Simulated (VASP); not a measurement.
# Zn (Fm-3m) in VASP: a series of runs

The runs below take Zn through single point, with r2SCAN.

All numbers are computed with VASP 6.6.1; they aren't measurements. Logs are shortened: lines on timing, memory, paths and dates and some standing lists are left out, and cuts for length are marked.

## Step 1: The structure

Symmetry: Fm-3m, No. 225, cubic system. Conventional cell: a = 3.930 Å, b = 3.930 Å, c = 3.930 Å, α = 90.00°, β = 90.00°, γ = 90.00°. Around Zn (site symmetry m-3m) lie 12 Zn at 2.78 Å.

This isn't the form of Zn at room conditions, which is hcp.

## Step 2: Single point, r2SCAN

The input, POSCAR:

```
Zn
1.0
    0.0000000000      1.9647760000      1.9647760000
    1.9647760000      0.0000000000      1.9647760000
    1.9647760000      1.9647760000      0.0000000000
Zn
1
Direct
    0.0000000000      0.0000000000      0.0000000000
```

The input, INCAR.step1:

```
SYSTEM = Zn
PREC = Accurate
ENCUT = 520
ISMEAR = 0
SIGMA = 0.15
LREAL = .FALSE.
LASPH = .TRUE.
NELM = 100
NBANDS = 12
GGA = PE
ALGO = Normal
EDIFF = 1E-4
LWAVE = .TRUE.
LCHARG = .FALSE.
```

The input, INCAR.step2:

```
SYSTEM = Zn
PREC = Accurate
ENCUT = 520
EDIFF = 1E-6
ISMEAR = 0
SIGMA = 0.15
LREAL = .FALSE.
LASPH = .TRUE.
NELM = 100
ALGO = Normal
ISIF = 2
LWAVE = .FALSE.
LCHARG = .FALSE.
METAGGA = R2SCAN
LMIXTAU = .TRUE.
NBANDS = 12
ISTART = 1
```

The input, KPOINTS:

```
Automatic mesh
0
G
  22 22 22
  0 0 0
```

Potentials or basis: VASP PAW PBE potentials, release 64 (Zn).

Run with:

```console
$ cat potpaw_PBE.64/Zn/POTCAR > POTCAR
$ cp INCAR.step1 INCAR
$ mpirun -np 1 vasp_std > vasp.out
$ cp INCAR.step2 INCAR
$ mpirun -np 1 vasp_std > vasp.out
```

OUTCAR:

```text
SYSTEM = Zn
   PREC = Accurate
   ENCUT = 520
   EDIFF = 1E-6
   ISMEAR = 0
   LREAL = .FALSE.
   LASPH = .TRUE.
   NELM = 100
   ISIF = 2
   METAGGA = R2SCAN
   ISTART = 1

 ion  position               nearest neighbor table
   1  0.000  0.000  0.000-

  LATTYP: Found a face centered cubic cell.
 ALAT       =     3.9295520000

  Lattice vectors:

 A1 = (   0.0000000000,   1.9647760000,   1.9647760000)
 A2 = (   1.9647760000,   0.0000000000,   1.9647760000)
 A3 = (   1.9647760000,   1.9647760000,   0.0000000000)

Analysis of symmetry for initial positions (statically):
=====================================================================
 Subroutine PRICEL returns:
 Original cell was already a primitive cell.

 Routine SETGRP: Setting up the symmetry group for a
 face centered cubic supercell.

 Subroutine GETGRP returns: Found 48 space group operations
 (whereof 48 operations were pure point group operations)
 out of a pool of 48 trial point group operations.

The static configuration has the point symmetry O_h .

Analysis of symmetry for dynamics (positions and initial velocities):
=====================================================================
 Subroutine PRICEL returns:
 Original cell was already a primitive cell.

 Routine SETGRP: Setting up the symmetry group for a
 face centered cubic supercell.

 Subroutine GETGRP returns: Found 48 space group operations
 (whereof 48 operations were pure point group operations)
 out of a pool of 48 trial point group operations.

The dynamic configuration has the point symmetry O_h .

 Subroutine INISYM returns: Found 48 space group operations
 (whereof 48 operations are pure point group operations),
 and found     1 'primitive' translations

----------------------------------------------------------------------------------------

                                     Primitive cell

  volume of cell :      15.1694

  direct lattice vectors                    reciprocal lattice vectors
     0.000000000  1.964776000  1.964776000    -0.254481936  0.254481936  0.254481936
     1.964776000  0.000000000  1.964776000     0.254481936 -0.254481936  0.254481936
     1.964776000  1.964776000  0.000000000     0.254481936  0.254481936 -0.254481936

  length of vectors
     2.778612866  2.778612866  2.778612866     0.440775643  0.440775643  0.440775643

  position of ions in fractional coordinates (direct lattice)
     0.000000000  0.000000000  0.000000000

  ion indices of the primitive-cell ions
   primitive index   ion index
                 1           1

----------------------------------------------------------------------------------------

 KPOINTS: Automatic mesh

Automatic generation of k-mesh.
 Grid dimensions read from file:
 generate k-points for:   22   22   22

 Generating k-lattice:

  Cartesian coordinates                     Fractional coordinates (reciprocal lattice)
    -0.011567361  0.011567361  0.011567361     0.045454545  0.000000000  0.000000000
     0.011567361 -0.011567361  0.011567361     0.000000000  0.045454545  0.000000000
     0.011567361  0.011567361 -0.011567361     0.000000000  0.000000000  0.045454545

  Length of vectors
     0.020035256  0.020035256  0.020035256

  Shift w.r.t. Gamma in fractional coordinates (k-lattice)
     0.000000000  0.000000000  0.000000000

 Subroutine IBZKPT returns following result:
 ===========================================

 Found    328 irreducible k-points:

 Following reciprocal coordinates:
            Coordinates               Weight
  0.000000  0.000000  0.000000      1.000000
  0.045455  0.000000  0.000000      8.000000
  0.090909  0.000000  0.000000      8.000000
  0.136364  0.000000  0.000000      8.000000
  0.181818  0.000000  0.000000      8.000000
  0.227273  0.000000  0.000000      8.000000
[... 16 lines left out ...]
  0.500000  0.045455  0.000000     24.000000
 -0.454545  0.045455  0.000000     24.000000
 [... further k-points ...]
   k-points           NKPTS =    328   k-points in BZ     NKDIM =    328   number of bands    NBANDS=     12
   number of dos      NEDOS =    301   number of ions     NIONS =      1
   total plane-waves  NPLWV =  13824
   dimension x,y,z NGX =    24 NGY =   24 NGZ =   24
   dimension x,y,z NGXF=    48 NGYF=   48 NGZF=   48
   ions per type =               1
   NGX,Y,Z   is equivalent  to a cutoff of  14.36, 14.36, 14.36 a.u.
   NGXF,Y,Z  is equivalent  to a cutoff of  28.72, 28.72, 28.72 a.u.
 SYSTEM =  Zn
   PREC   = accura    normal or accurate (medium, high low for compatibility)
   ISTART =      1    job   : 0-new  1-cont  2-samecut
   ICHARG =      0    charge: 1-file 2-atom 10-const
   ISPIN  =      1    spin polarized calculation?
   LNONCOLLINEAR =      F non collinear calculations
   LSORBIT =      F    spin-orbit coupling
   LASPH  =      T    aspherical Exc in radial PAW
   ENCUT  =  520.0 eV  38.22 Ry    6.18 a.u.   5.17  5.17  5.17*2*pi/ulx,y,z
   NELM   =    100;   NELMIN=  2; NELMDL=  0     # of ELM steps
   EDIFF  = 0.1E-05   stopping-criterion for ELM
   LREAL  =      F    real-space projection
[... 7 lines left out ...]
   TEBEG  =    0.0;   TEEND  =   0.0 temperature during run
   PSTRESS=    0.0 pullay stress
   NELECT =      12.0000    total number of electrons
   NUPDOWN=      -1.0000    fix difference up-down
   EMIN   =  10.00;   EMAX   =-10.00  energy-range for DOS
   EFERMI =   0.00;   METHOD = LEGACY
   ISMEAR =     0;   SIGMA  =   0.15  broadening in eV -4-tet -1-fermi 0-gaus
   EFERMI_NEDOS =   21; number of points for ismear=-14 and -15
   IALGO  =     38    algorithm
   IMIX   =      4    mixing-type and parameters
     AMIX     =   0.40;   BMIX     =  1.00
     AMIX_MAG =   1.60;   BMIX_MAG =  1.00
  volume/ion in A,a.u.               =      15.17       102.37
  Fermi-wavevector in a.u.,A,eV,Ry     =   1.514069  2.861175 31.190044  2.292404
  Thomas-Fermi vector in A             =   2.623775
   LORBIT       =      0    0 simple, 1 ext, 2 COOP (PROOUT), +10 PAW based schemes
   METAGGA = R2SCAN    functional components
   LHFCALC =     F    Hartree Fock is set to
   AEXX    =    0.0000 exact exchange contribution
   IVDW    =     0    specifies the selected vdW correction
   LEPSILON=     F    determine dielectric tensor
   LRPA    =     F    only Hartree local field effects (RPA)
 non-spin polarized calculation
 Gauss-broadening in eV      SIGMA  =   0.15
  energy-cutoff  :      520.00
  volume of cell :       15.17
 maximum number of plane-waves:       420
 NGX is ok and might be reduce to    24
   NGX = 11   NGY = 11   NGZ = 11

 number of electron      12.0000008 magnetization

 Free energy of the ion-electron system (eV)
  ---------------------------------------------------
  ext. energy  EPLUGINS =         0.00000000
  ---------------------------------------------------
  free energy    TOTEN  =        -8.85641809 eV

  energy without entropy =       -8.85257765  energy(sigma->0) =       -8.85449787

 E-fermi :   2.9582     XC(G=0): -12.6768

 val. band max:        2.9543090415   @ k =  -0.3636   0.2273   0.0909
 cond. band min:       2.9767636532   @ k =  -0.3636   0.5000   0.1364
 fundamental gap:      0.0224546117
 Fermi energy:         2.9582228981

 k-point     1 :       0.0000    0.0000    0.0000
  band No.  band energies     occupation
      1      -7.8788      2.00000
      2      -4.9837      2.00000
      3      -4.9837      2.00000
      4      -4.9837      2.00000
      5      -4.5978      2.00000
      6      -4.5978      2.00000
      7      22.3101      0.00000
      8      22.3101      0.00000
      9      22.3101      0.00000
     10      22.6620      0.00000
     11      24.7940      0.00000
     12      24.7940      0.00000

 k-point     2 :       0.0455    0.0000    0.0000
  band No.  band energies     occupation
      1      -7.8132      2.00000
      2      -4.9893      2.00000
      3      -4.9763      2.00000
      4      -4.9762      2.00000
      5      -4.6000      2.00000
      6      -4.6000      2.00000
      7      20.8403      0.00000
      8      22.0441      0.00000
      9      22.0441      0.00000
     10      22.5404      0.00000
     11      25.1722      0.00000
     12      25.1722      0.00000

 k-point     3 :       0.0909    0.0000    0.0000
  band No.  band energies     occupation
      1      -7.6184      2.00000
      2      -5.0039      2.00000
      3      -4.9560      2.00000
      4      -4.9560      2.00000
      5      -4.6050      2.00000
      6      -4.6050      2.00000
      7      18.5177      0.00000
      8      21.5050      0.00000
      9      21.5051      0.00000
     10      22.4622      0.00000
     11      26.0457      0.00000
     12      26.0458      0.00000
[... 286 lines left out ...]
 k-point    23 :       0.5000    0.0455    0.0000
  band No.  band energies     occupation
      1      -5.7282      2.00000
      2      -4.9979      2.00000
      3      -4.9768      2.00000
      4      -4.3479      2.00000
      5      -4.3089      2.00000
      6      -0.1652      2.00000
      7       1.7694      2.00000
      8      18.4019      0.00000
      9      18.6400      0.00000
     10      20.4799      0.00000
     11      23.2333      0.00000
     12      23.9162      0.00000

 k-point    24 :      -0.4545    0.0455    0.0000
  band No.  band energies     occupation
      1      -5.7270      2.00000
      2      -4.9949      2.00000
      3      -4.9768      2.00000
      4      -4.3417      2.00000
      5      -4.3230      2.00000
      6      -0.4597      2.00000
      7       2.1073      2.00000
      8      18.0829      0.00000
      9      18.9620      0.00000
     10      20.6903      0.00000
     11      22.9726      0.00000
     12      23.9889      0.00000

 [... further k-points ...]
[... 5 lines left out ...]
  --------------------------------------------------------------------------------------
  -------------------------------------------------------------------------------------
  Total       -0.3913387     -0.3913387     -0.3913387      0.0000000      0.0000000     -0.0000000
  in kB      -41.3327418    -41.3327418    -41.3327418      0.0000000      0.0000000     -0.0000000
  external PRESSURE =     -41.3327418 kB  Pullay stress =       0.0000000 kB

 VOLUME and BASIS-vectors are now :
 -----------------------------------------------------------------------------
  energy-cutoff  :      520.00
  volume of cell :       15.17
      direct lattice vectors                 reciprocal lattice vectors
     0.000000000  1.964776000  1.964776000    -0.254481936  0.254481936  0.254481936
     1.964776000  0.000000000  1.964776000     0.254481936 -0.254481936  0.254481936
     1.964776000  1.964776000  0.000000000     0.254481936  0.254481936 -0.254481936

 POSITION                                       TOTAL-FORCE (eV/Angst)
 -----------------------------------------------------------------------------------
      0.00000      0.00000      0.00000         0.000000      0.000000      0.000000
 -----------------------------------------------------------------------------------
    total drift:                                0.000000      0.000000     -0.000000

  FREE ENERGIE OF THE ION-ELECTRON SYSTEM (eV)
  ---------------------------------------------------
  free  energy   TOTEN  =        -8.8564180891 eV

  energy  without entropy=       -8.8525776512  energy(sigma->0) =       -8.85449787
```

It took 96 s on 1 thread of Intel Xeon Platinum 8559C (Emerald Rapids), shared host; peak memory 0.19 GiB.

What came out:

* Free energy: -8.8564 eV
* Pressure: -4.1 GPa
* Band gap on the k mesh: none (metal or under the smearing width)

Levels at points of the mesh, in eV from the Fermi level:
```csv
k point,band 2,band 3,band 4,band 5,band 6,band 7,band 8,band 9,band 10,band 11
"(0.00, 0.00, 0.00)",-7.94,-7.94,-7.94,-7.56,-7.56,19.35,19.35,19.35,19.70,21.84
"(0.50, 0.00, 0.00)",-7.95,-7.95,-7.27,-7.27,-3.09,-1.36,16.16,16.16,18.32,19.69
"(0.50, 0.50, 0.00)",-8.58,-7.28,-7.19,-7.19,-1.10,1.93,8.94,8.94,12.36,14.00
```

Caveat: the PAW data sets were made with another functional, which shifts forces and pressure a little.

## Step 3: Single point, r2SCAN

POSCAR is that of step 2.

INCAR.step1 is that of step 2.

INCAR.step2 is that of step 2.

The input, KPOINTS:

```
regular mesh
0
G
  20 20 20
  0 0 0
```

Potentials or basis: VASP PAW PBE potentials, release 64 (Zn).

Run with:

```console
$ cat potpaw_PBE.64/Zn/POTCAR > POTCAR
$ cp INCAR.step1 INCAR
$ mpirun -np 1 vasp_std > vasp.out
$ cp INCAR.step2 INCAR
$ mpirun -np 1 vasp_std > vasp.out
```

OUTCAR:

```text
SYSTEM = Zn
   PREC = Accurate
   ENCUT = 520
   EDIFF = 1E-6
   ISMEAR = 0
   LREAL = .FALSE.
   LASPH = .TRUE.
   NELM = 100
   ISIF = 2
   METAGGA = R2SCAN
   ISTART = 1

 ion  position               nearest neighbor table
   1  0.000  0.000  0.000-

  LATTYP: Found a face centered cubic cell.
 ALAT       =     3.9295520000

  Lattice vectors:

 A1 = (   0.0000000000,   1.9647760000,   1.9647760000)
 A2 = (   1.9647760000,   0.0000000000,   1.9647760000)
 A3 = (   1.9647760000,   1.9647760000,   0.0000000000)

Analysis of symmetry for initial positions (statically):
=====================================================================
 Subroutine PRICEL returns:
 Original cell was already a primitive cell.

 Routine SETGRP: Setting up the symmetry group for a
 face centered cubic supercell.

 Subroutine GETGRP returns: Found 48 space group operations
 (whereof 48 operations were pure point group operations)
 out of a pool of 48 trial point group operations.

The static configuration has the point symmetry O_h .

Analysis of symmetry for dynamics (positions and initial velocities):
=====================================================================
 Subroutine PRICEL returns:
 Original cell was already a primitive cell.

 Routine SETGRP: Setting up the symmetry group for a
 face centered cubic supercell.

 Subroutine GETGRP returns: Found 48 space group operations
 (whereof 48 operations were pure point group operations)
 out of a pool of 48 trial point group operations.

The dynamic configuration has the point symmetry O_h .

 Subroutine INISYM returns: Found 48 space group operations
 (whereof 48 operations are pure point group operations),
 and found     1 'primitive' translations

----------------------------------------------------------------------------------------

                                     Primitive cell

  volume of cell :      15.1694

[... 108 lines left out ...]
  Fermi-wavevector in a.u.,A,eV,Ry     =   1.514069  2.861175 31.190044  2.292404
  Thomas-Fermi vector in A             =   2.623775
   LORBIT       =      0    0 simple, 1 ext, 2 COOP (PROOUT), +10 PAW based schemes
   METAGGA = R2SCAN    functional components
   LHFCALC =     F    Hartree Fock is set to
   AEXX    =    0.0000 exact exchange contribution
   IVDW    =     0    specifies the selected vdW correction
   LEPSILON=     F    determine dielectric tensor
   LRPA    =     F    only Hartree local field effects (RPA)
 non-spin polarized calculation
 Gauss-broadening in eV      SIGMA  =   0.15
  energy-cutoff  :      520.00
  volume of cell :       15.17
 maximum number of plane-waves:       423
 NGX is ok and might be reduce to    24
   NGX = 11   NGY = 11   NGZ = 11

 number of electron      12.0000008 magnetization

 Free energy of the ion-electron system (eV)
  ---------------------------------------------------
  ext. energy  EPLUGINS =         0.00000000
  ---------------------------------------------------
  free energy    TOTEN  =        -8.85974202 eV

  energy without entropy =       -8.85738001  energy(sigma->0) =       -8.85856102

 E-fermi :   2.9869     XC(G=0): -12.6746

 val. band max:        2.9018793444   @ k =  -0.3500   0.4500   0.2000
 cond. band min:       3.0204253241   @ k =  -0.3500   0.4000   0.1500
 fundamental gap:      0.1185459797
 Fermi energy:         2.9868737920

 k-point     1 :       0.0000    0.0000    0.0000
  band No.  band energies     occupation
      1      -7.8771      2.00000
      2      -4.9814      2.00000
      3      -4.9814      2.00000
      4      -4.9814      2.00000
      5      -4.5955      2.00000
      6      -4.5955      2.00000
      7      22.3084      0.00000
      8      22.3085      0.00000
      9      22.3085      0.00000
     10      22.6620      0.00000
     11      24.7931      0.00000
     12      24.7931      0.00000
[... 331 lines left out ...]
 k-point    24 :      -0.3500    0.0500    0.0000
  band No.  band energies     occupation
      1      -5.7161      2.00000
      2      -4.9569      2.00000
      3      -4.9409      2.00000
      4      -4.4262      2.00000
      5      -4.4239      2.00000
      6      -2.9500      2.00000
      7       5.7101      0.00000
      8      17.5523      0.00000
      9      19.9183      0.00000
     10      21.4723      0.00000
     11      23.1297      0.00000
     12      24.4879      0.00000

 [... further k-points ...]
[... 5 lines left out ...]
  --------------------------------------------------------------------------------------
  -------------------------------------------------------------------------------------
  Total       -0.3807571     -0.3807571     -0.3807571      0.0000000      0.0000000      0.0000000
  in kB      -40.2151304    -40.2151304    -40.2151304      0.0000000      0.0000000      0.0000000
  external PRESSURE =     -40.2151304 kB  Pullay stress =       0.0000000 kB

 VOLUME and BASIS-vectors are now :
 -----------------------------------------------------------------------------
  energy-cutoff  :      520.00
  volume of cell :       15.17
      direct lattice vectors                 reciprocal lattice vectors
     0.000000000  1.964776000  1.964776000    -0.254481936  0.254481936  0.254481936
     1.964776000  0.000000000  1.964776000     0.254481936 -0.254481936  0.254481936
     1.964776000  1.964776000  0.000000000     0.254481936  0.254481936 -0.254481936

 POSITION                                       TOTAL-FORCE (eV/Angst)
 -----------------------------------------------------------------------------------
      0.00000      0.00000      0.00000         0.000000      0.000000      0.000000
 -----------------------------------------------------------------------------------
    total drift:                               -0.000000      0.000000     -0.000000

  FREE ENERGIE OF THE ION-ELECTRON SYSTEM (eV)
  ---------------------------------------------------
  free  energy   TOTEN  =        -8.8597420211 eV

  energy  without entropy=       -8.8573800097  energy(sigma->0) =       -8.85856102
```

It took 79 s on 1 thread of Intel Xeon Platinum 8559C (Emerald Rapids), shared host; peak memory 0.17 GiB.

What came out:

* Free energy: -8.8597 eV
* Pressure: -4.0 GPa
* Band gap on the k mesh: none (metal or under the smearing width)

Levels at points of the mesh, in eV from the Fermi level:
| k point | band 4 | band 5 | band 6 | band 7 | band 8 | band 9 |
| --- | --- | --- | --- | --- | --- | --- |
| (0.00, 0.00, 0.00) | -7.97 | -7.58 | -7.58 | 19.32 | 19.32 | 19.32 |
| (0.50, 0.00, 0.00) | -7.29 | -7.29 | -3.12 | -1.39 | 16.13 | 16.13 |
| (0.50, 0.50, 0.00) | -7.22 | -7.22 | -1.13 | 1.91 | 8.91 | 8.91 |

Caveat: the PAW data sets were made with another functional, which shifts forces and pressure a little.
